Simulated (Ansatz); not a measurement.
Reactions of `C=CCCCC`.

Calculated with Ansatz (gas phase, PBE0-D4/def2-TZVP geometries, no zero-point term in ΔE). CCSD(T)/CBS adds triple-zeta CCSD(T) − MP2 to the extrapolated MP2 energy (def2 sets, frozen cores). This one scheme is used for every species. Functionals use def2-TZVPP. def2 core potentials past Kr. For Sn outer-core shells are correlated without core-valence functions, which leaves a few kJ/mol of doubt a bond. Each species was taken in one conformer, which may not be the lowest.

```csv
reaction,CCSD/CBS(def2) (kJ/mol),ωB97M-V (kJ/mol)
`C=CCCCC` + CH₃NH₂ → `CCNC` + `C=CCC`,19,18
`C=CCCCC` + `CCCC` → `C=CCCCCC` + `CCC`,2,1
`C=CCCCC` + `CCCO` → `CCCCC(O)CC` + `C=C`,-4,-4
`C=CCCCC` + `O[SiH3]` → `CCCO[SiH3]` + `C=CC`,40,37
`C=CCCCC` → `C1CCCCC1`,-65,-67
`C=CCCCC` + `[OH][SnH3]` → `C=C[O][SnH3]` + `CCCC`,20,14
`C=CCCCC` + H₂S → `C=CCCS` + `CC`,13,11
`C=CCCCC` + `CB(O)F` → `CCOB(C)F` + `C=CCC`,40,39
`C=CCCCC` → `C=C(CC)CC`,-10,-11
`C=CCCCC` → `CC(C)=C(C)C`,-2,-9
```

Question: Give the CCSD(T)/CBS values in the same order. (Best estimate.)

Answer: Ansatz gave: 20, 1, -5, 42, -64, 19, 11, 41, -11, -5 kJ/mol.

Largest T1 diagnostic: 0.015, for `C=C[O][SnH3]`.
